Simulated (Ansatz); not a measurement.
Sb:

```
Sb
1.0
     4.52770    0.00000    0.00000
     0.00000    4.42110    0.00000
    -1.32052    0.00000    6.36435
Sb
4
Direct
  0.33993 0.25000 0.68367
  0.93664 0.75000 0.76276
  0.06336 0.25000 0.23724
  0.66007 0.75000 0.31633
```

This isn't the form of Sb at room conditions, which is rhombohedral.

Base run:

| Property | Result |
| --- | --- |
| Program | Ansatz 0.2.0 |
| Functional | PBEsol |
| Potentials or basis | Ansatz PAW |
| Cutoff | 420 eV (not typed: the program's choice for these potentials) |
| k mesh | 6 × 6 × 4 |
| Occupations | fermi-dirac, width 0.05 eV |
| Spin | no spin polarisation |

Its results: band gap on the k mesh none (metal or under the smearing width); pressure -2.4 GPa; largest force 0.145 eV/Å.

Problem. After a change of settings the same cell gave: band gap on the k mesh none (metal or under the smearing width); pressure -0.7 GPa; largest force 0.344 eV/Å. Which change was it?
A. spin from no spin polarisation to spin-orbit coupling, no magnetisation; potential files from those of the base run to others of the same set
B. functional from PBEsol to r2SCAN; cutoff from 420 eV (not typed: the program's choice for these potentials) to 500 eV (not typed: the program's choice for these potentials)
C. functional from PBEsol to LDA

Solution. B.

Caveats: spin-orbit coupling is left out, which moves the levels of the heavy elements; the PAW data sets come from PBE, with cores solved anew for the run's functional, which leaves a small shift of forces and pressure.
